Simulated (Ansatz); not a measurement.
# InSe: further runs on the relaxed cell

One table from this session's results is given with a row withheld; the runs are named, their logs left out.

The COD entry's cell or inner coordinates are ideal or old and differ from later refinements, so a difference from it is no clean test against experiment.

Method: DFT PBE+D3(BJ), scalar-relativistic, plane waves, PAW, in Ansatz 0.2.0.

### The system as given

It takes space group R3m (No. 160, trigonal). The conventional cell has a = 4.037 Å, b = 4.037 Å, c = 24.908 Å, α = 90.00°, β = 90.00°, γ = 120.00°. In (site symmetry 3m) is surrounded by 3 Se at 2.66 Å and 1 In at 2.79 Å. Se (site symmetry 3m) has 3 In at 2.66 Å as nearest neighbours.

As a file:

```
CELL_PARAMETERS angstrom
2.01849 1.16538 8.30272
-2.01849 1.16538 8.30272
0.00000 -2.33075 8.30272
ATOMIC_POSITIONS crystal
In 0.99961 0.99961 0.99961
In 0.11176 0.11176 0.11176
Se 0.61472 0.61472 0.61472
Se 0.82990 0.82990 0.82990
```

This cell was relaxed beforehand with the same method: volume 29.30 Å³/atom, gap on the mesh 0.30 eV.

The first run:

Contents of input.yaml:

```yaml
crystal:
  lattice:
    - [1.9980985555, 1.1536027389, 8.2188457067]
    - [-1.9980985555, 1.1536027389, 8.2188457067]
    - [0.0, -2.3072054778, 8.2188457067]
  atoms:
    - { symbol: In, position: [-0.0003856653, -0.0003856653, -0.0003856653] }
    - { symbol: In, position: [0.1117587351, 0.1117587351, 0.1117587351] }
    - { symbol: Se, position: [0.6147242529, 0.6147242529, 0.6147242529] }
    - { symbol: Se, position: [0.8299026773, 0.8299026773, 0.8299026773] }
basis:
  ecutwfc: 420
kpoints:
  mp_grid: { grid: [12, 12, 12] }
hamiltonian:
  xc: pbe
  dispersion: d3bj
scf:
  occupations: { method: gaussian, width: 0.02 }
output:
  forces: true
  stress: true
  eigenvalues: true
  write_density: true
  write_potential: true
  elf: true
  volumetric_format: npy
relax:
  adjacent_minimum: "off"
  f_tol: 0.01
  max_steps: 30
  cell: { stress_tol: 0.1, fix: [volume] }
```

On the command line:

```
> ansatz run input.yaml --threads 2 --pin off --max-ram 5120MiB --backend cpu --events-out ev --progress --plain --runs-dir out
```

Among the steps run: Volume × 0.97; Volume × 1.03; Volume × 0.94; Point at V/V0 = 1.06; Volume × 0.91; Volume × 1.10; Volume × 0.88.

One table of the session follows, with a row left open; its other results are not shown here.

It belongs to the step «Fit of the equation of state». 

| volume (Å³/atom) | energy above the lowest point (meV/atom) | pressure (GPa) | gap on the mesh (eV) |
| --- | --- | --- | --- |
| 25.780 | 49.4 | 5.30 | 0.63 |
| 26.659 | 25.4 | 3.52 | 0.52 |
| 27.538 | 10.3 | 2.06 | 0.41 |
| 28.417 | ? | ? | ? |
| 29.296 | 0.0 | 0.00 | 0.30 |
| 30.175 | 1.9 | -0.66 | 0.30 |
| 31.053 | 6.7 | -1.08 | 0.36 |
| 32.225 | 15.5 | -1.32 | 0.54 |

Estimate the missing values for volume (Å³/atom) = 28.417.

Worked estimate for «energy above the lowest point (meV/atom)». A straight line through the neighbours (27.538, 10.3) and (29.296, 0.0) gives 10.3 + (0.0 − 10.3) × (28.417 − 27.538) / (29.296 − 27.538) = 5.1; a parabola fitted to 4 rows on both sides gives 2.3.

As computed: energy above the lowest point (meV/atom): 2.3; pressure (GPa): 0.89; gap on the mesh (eV): 0.33. In «energy above the lowest point (meV/atom)» the line misses by +2.8 and the parabola by 0.0.

Caveats from the session: The gap on the mesh goes from 0.63 eV at the smallest volume to 0.54 eV at the largest, through a dip to 0.30 eV between.
